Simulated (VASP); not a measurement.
# Ni (Im-3m) in VASP: further runs, part 2 of 2

VASP 6.6.1. Earlier steps stand in the parts before.

### Step 4. Single point, LDA, non-collinear spin, zero start, spin-orbit coupling

Input file INCAR:

```
SYSTEM = Ni
PREC     = Accurate       ! precision mode
ENCUT    = 520            ! plane-wave cutoff, eV
EDIFF    = 1E-6           ! SCF threshold, eV
ISMEAR   = -1             ! smearing method
SIGMA    = 0.1            ! smearing width, eV
LREAL    = .FALSE.        ! projectors in reciprocal space
LASPH    = .TRUE.         ! aspherical terms in the spheres
NELM     = 150            ! most SCF steps
ALGO     = Normal         ! electronic algorithm
ISIF     = 2              ! what is computed and relaxed
LWAVE    = .FALSE.        ! write WAVECAR
LCHARG   = .FALSE.        ! write CHGCAR
MAGMOM   = 0 0 0          ! initial moments
LORBIT   = 11             ! projections on sites
LSORBIT  = .TRUE.         ! spin-orbit coupling
GGA_COMPAT= .FALSE.      
LORBMOM  = .TRUE.       
LMAXMIX  = 4              ! l up to which the mixer works
GGA      = CA             ! functional
NBANDS   = 21             ! bands
```

Input file KPOINTS:

```
Automatic mesh
0
G
  16 16 16
  0 0 0
```

Input file POSCAR:

```
Ni
1.0
   -1.3602579849      1.3602579849      1.3602579849
    1.3602579849     -1.3602579849      1.3602579849
    1.3602579849      1.3602579849     -1.3602579849
Ni
1
Direct
    0.0000000000      0.0000000000      0.0000000000
```

Potentials or basis: VASP PAW LDA potentials, release 64 (Ni).

On the command line:

```sh
cat potpaw_LDA.64/Ni/POTCAR > POTCAR
mpirun -np 1 vasp_ncl > vasp.out
```

OUTCAR:

```text
SYSTEM = Ni
   PREC = Accurate
   ENCUT = 520
   EDIFF = 1E-6
   ISMEAR = -1
   LREAL = .FALSE.
   LASPH = .TRUE.
   NELM = 150
   ISIF = 2
   LORBIT = 11
   LSORBIT = .TRUE.
   GGA = CA

 ion  position               nearest neighbor table
   1  0.000  0.000  0.000-

  LATTYP: Found a body centered cubic cell.
 ALAT       =     2.7205159698

  Lattice vectors:

 A1 = (  -1.3602579849,   1.3602579849,   1.3602579849)
 A2 = (   1.3602579849,  -1.3602579849,   1.3602579849)
 A3 = (   1.3602579849,   1.3602579849,  -1.3602579849)

Analysis of symmetry for initial positions (statically):
=====================================================================
 Subroutine PRICEL returns:
 Original cell was already a primitive cell.

 Routine SETGRP: Setting up the symmetry group for a
 body centered cubic supercell.

 Subroutine GETGRP returns: Found 48 space group operations
 (whereof 48 operations were pure point group operations)
 out of a pool of 48 trial point group operations.

The static configuration has the point symmetry O_h .

Analysis of symmetry for dynamics (positions and initial velocities):
=====================================================================
 Subroutine PRICEL returns:
 Original cell was already a primitive cell.

 Routine SETGRP: Setting up the symmetry group for a
 body centered cubic supercell.

 Subroutine GETGRP returns: Found 48 space group operations
 (whereof 48 operations were pure point group operations)
 out of a pool of 48 trial point group operations.

The dynamic configuration has the point symmetry O_h .

Analysis of structural, dynamic, and magnetic symmetry:
=====================================================================
 Subroutine PRICEL returns:
 Original cell was already a primitive cell.

 Routine SETGRP: Setting up the symmetry group for a
 body centered cubic supercell.

 Subroutine GETGRP returns: Found 48 space group operations
 (whereof 48 operations were pure point group operations)
 out of a pool of 48 trial point group operations.

The overall configuration has the point symmetry O_h .

 Subroutine INISYM returns: Found 48 space group operations
 (whereof 48 operations are pure point group operations),
 and found     1 'primitive' translations

----------------------------------------------------------------------------------------

                                     Primitive cell

  volume of cell :      10.0676

  direct lattice vectors                    reciprocal lattice vectors
    -1.360257985  1.360257985  1.360257985     0.000000000  0.367577331  0.367577331
     1.360257985 -1.360257985  1.360257985     0.367577331  0.000000000  0.367577331
     1.360257985  1.360257985 -1.360257985     0.367577331  0.367577331  0.000000000

  length of vectors
     2.356035941  2.356035941  2.356035941     0.519832847  0.519832847  0.519832847

  position of ions in fractional coordinates (direct lattice)
     0.000000000  0.000000000  0.000000000

  ion indices of the primitive-cell ions
   primitive index   ion index
                 1           1

----------------------------------------------------------------------------------------

 KPOINTS: Automatic mesh

[... 96 lines left out ...]
   LEPSILON=     F    determine dielectric tensor
   LRPA    =     F    only Hartree local field effects (RPA)
  energy-cutoff  :      520.00
  volume of cell :       10.07
 maximum number of plane-waves:       556
 NGX is ok and might be reduce to    18
   NGX =  9   NGY =  9   NGZ =  9

 number of electron      10.0000000 magnetization       0.0000000      0.0000000      0.0000000

 number of electron      10.0000010 magnetization      -0.0000000      0.0000000     -0.0000000

 number of electron      10.0000010 magnetization       0.0000000     -0.0000000      0.0000000

 Free energy of the ion-electron system (eV)
  ---------------------------------------------------
  ext. energy  EPLUGINS =         0.00000000
  ---------------------------------------------------
  free energy    TOTEN  =        -6.52049469 eV

  energy without entropy =       -6.45611181  energy(sigma->0) =       -6.48830325

 E-fermi :  10.0319     XC(G=0): -14.0765

 val. band max:       10.0300050024   @ k =   0.3750   0.0000   0.0000
 cond. band min:      10.0327881967   @ k =  -0.4375  -0.4375   0.3125
 fundamental gap:      0.0027831942
 Fermi energy:        10.0319039065

 k-point     1 :       0.0000    0.0000    0.0000
  band No.  band energies     occupation
      1       0.6712      1.00000
      2       0.6712      1.00000
      3       7.8213      1.00000
      4       7.8213      1.00000
      5       7.8213      1.00000
      6       7.8213      1.00000
[... 565 lines left out ...]
     20      38.1010      0.00000
     21      42.1399      0.00000

 [... further k-points ...]

------------------------ aborting loop because EDIFF is reached ----------------------------------------

  FORCE on cell =-STRESS in cart. coord.  units (eV):
  Direction    XX          YY          ZZ          XY          YZ          ZX
  --------------------------------------------------------------------------------------
  -------------------------------------------------------------------------------------
  Total       -0.0047463     -0.0047463     -0.0047463     -0.0000000      0.0000000      0.0000000
  in kB       -0.7553384     -0.7553384     -0.7553384     -0.0000000      0.0000000      0.0000000
  external PRESSURE =      -0.7553384 kB  Pullay stress =       0.0000000 kB

 VOLUME and BASIS-vectors are now :
 -----------------------------------------------------------------------------
  energy-cutoff  :      520.00
  volume of cell :       10.07
      direct lattice vectors                 reciprocal lattice vectors
    -1.360257985  1.360257985  1.360257985     0.000000000  0.367577331  0.367577331
     1.360257985 -1.360257985  1.360257985     0.367577331  0.000000000  0.367577331
     1.360257985  1.360257985 -1.360257985     0.367577331  0.367577331  0.000000000

 POSITION                                       TOTAL-FORCE (eV/Angst)
 -----------------------------------------------------------------------------------
      0.00000      0.00000      0.00000         0.000000     -0.000000     -0.000000
 -----------------------------------------------------------------------------------
    total drift:                                0.000000      0.000000      0.000000

  FREE ENERGIE OF THE ION-ELECTRON SYSTEM (eV)
  ---------------------------------------------------
  free  energy   TOTEN  =        -6.5204946865 eV

  energy  without entropy=       -6.4561118084  energy(sigma->0) =       -6.48830325

 orbital moment (x)

 # of ion     p       d       tot
 ----------------------------------------
  1        -0.000   0.000   0.000
 ----------------------------------------
           -0.000   0.000   0.000

 orbital moment (y)

 # of ion     p       d       tot
 ----------------------------------------
  1         0.000  -0.000   0.000
 ----------------------------------------
            0.000  -0.000   0.000

 orbital moment (z)

 # of ion     p       d       tot
 ----------------------------------------
  1         0.000   0.000   0.000
 ----------------------------------------
            0.000   0.000   0.000

 Spin-Orbit-Coupling matrix elements

 Ion:    1  E_soc:     -0.0202990
 l=   1
     0.0000000    -0.0004648    -0.0004648
    -0.0004648     0.0000000    -0.0004648
    -0.0004648    -0.0004648     0.0000000
 l=   2
     0.0000000    -0.0005524     0.0000000    -0.0005524    -0.0023659
    -0.0005524     0.0000000    -0.0017745    -0.0005524    -0.0005915
     0.0000000    -0.0017745     0.0000000    -0.0017745     0.0000000
    -0.0005524    -0.0005524    -0.0017745     0.0000000    -0.0005915
    -0.0023659    -0.0005915     0.0000000    -0.0005915     0.0000000
 l=   3
     0.0000000     0.0000000     0.0000000     0.0000000     0.0000000     0.0000000     0.0000000
     0.0000000     0.0000000     0.0000000     0.0000000     0.0000000     0.0000000     0.0000000
     0.0000000     0.0000000     0.0000000     0.0000000     0.0000000     0.0000000     0.0000000
     0.0000000     0.0000000     0.0000000     0.0000000     0.0000000     0.0000000     0.0000000
     0.0000000     0.0000000     0.0000000     0.0000000     0.0000000     0.0000000     0.0000000
     0.0000000     0.0000000     0.0000000     0.0000000     0.0000000     0.0000000     0.0000000
     0.0000000     0.0000000     0.0000000     0.0000000     0.0000000     0.0000000     0.0000000

 total charge

# of ion       s       p       d       tot
------------------------------------------
    1        0.527   0.560   8.385   9.471

 magnetization (x)

# of ion       s       p       d       tot
------------------------------------------
    1        0.000  -0.000   0.000  -0.000

 magnetization (y)

# of ion       s       p       d       tot
------------------------------------------
    1        0.000  -0.000   0.000   0.000

 magnetization (z)

# of ion       s       p       d       tot
------------------------------------------
    1        0.000  -0.000   0.000   0.000
```

It took 25 s on 1 thread of Intel Xeon 6975P-C (Granite Rapids), shared host; peak memory 0.16 GiB.

What came out:

- Free energy: -6.5205 eV
- Pressure: -0.1 GPa
- Net moment: 0.00 μB per cell
- Valence electrons inside the program's atomic spheres: Ni 9.47

Moments on the atoms (μB; x, y, z):
```
Ni  0.00 0.00 0.00
```

### Step 5. The runs side by side

| spin | cell | k mesh | gap on the mesh (eV) | pressure (GPa) |
| --- | --- | --- | --- | --- |
| off | Im-3m, 10.07 Å³/atom | 26 × 26 × 26 | none | -0.4 |
| off | Im-3m, 11.28 Å³/atom | 18 × 18 × 18 | none | -21.4 |
| non-collinear, zero start, SOC | Im-3m, 10.07 Å³/atom | 16 × 16 × 16 | - | -0.1 |

Alike in all rows: task single point; level LDA; potentials or basis VASP PAW LDA potentials, release 64 (Ni); cutoff (eV) 520; smearing fermi-dirac 0.1 eV.

Caveats: so large a pressure means that the cell lies far from this level's equilibrium, or that cutoff or potentials fall short (some runs).

Total energies depend on the potentials used, so only differences within one code and one set of settings carry meaning.
